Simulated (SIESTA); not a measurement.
CsSnBr3 under changes of volume

One of the cells (39.815 Å³/atom); the others are scaled copies at fixed shape and fractional positions:

```
CELL_PARAMETERS angstrom
5.83901 0.00000 0.00000
0.00000 5.83901 0.00000
0.00000 0.00000 5.83901
ATOMIC_POSITIONS crystal
Cs 0.00000 0.00000 0.00000
Sn 0.50000 0.50000 0.50000
Br 0.00000 0.50000 0.50000
Br 0.50000 0.50000 0.00000
Br 0.50000 0.00000 0.50000
```

The cell is a database's computed one.

- Program: SIESTA 5.4.2
- Functional: LDA
- Potentials or basis: PseudoDojo 0.4 standard (LDA files)
- Basis: DZP (energy shift 0.003 Ry; two zetas on semicore shells; d shell added on Cs)
- Grid cutoff: 500 Ry
- Energy shift: 0.003 Ry
- k mesh: 4 × 4 × 4
- Occupations: fermi-dirac, width 0.05 eV
- Spin: no spin polarisation

| volume (Å³/atom) | energy over the lowest point (meV/atom) | pressure (GPa) | gap on the mesh (eV) |
| --- | --- | --- | --- |
| 37.426 | 0.00 | -0.2 | 0.09 |
| 38.222 | ? | ? | ? |
| 39.019 | 6.28 | -1.1 | 0.32 |
| 39.815 | 12.75 | -1.5 | 0.42 |
| 40.611 | 21.15 | -1.9 | 0.52 |
| 41.408 | 31.23 | -2.2 | 0.61 |
| 42.204 | 42.89 | -2.5 | 0.69 |

Problem. What does the run at 38.222 Å³/atom give?

Solution. Energy over the lowest point 1.99 meV/atom; pressure -0.7 GPa; gap on the mesh 0.21 eV.

Worked out: A Birch-Murnaghan fit of order 3 (a polynomial in V^(-2/3)) to the other rows has its minimum at 37.23 Å³/atom, just outside them, with B0 = V·E''(V) = 26 GPa and B' = 4.1. It gives 1.95 meV/atom at 38.222 Å³/atom, against the run's 1.99, and -dE/dV = -0.6 GPa, against -0.7.

Energies are extrapolated to zero smearing.

Caveats: spin-orbit coupling is left out, which moves the levels of the heavy elements; the basis of atomic orbitals isn't converged, which shifts pressures, moduli and gaps.

A mesh can miss the band edges.
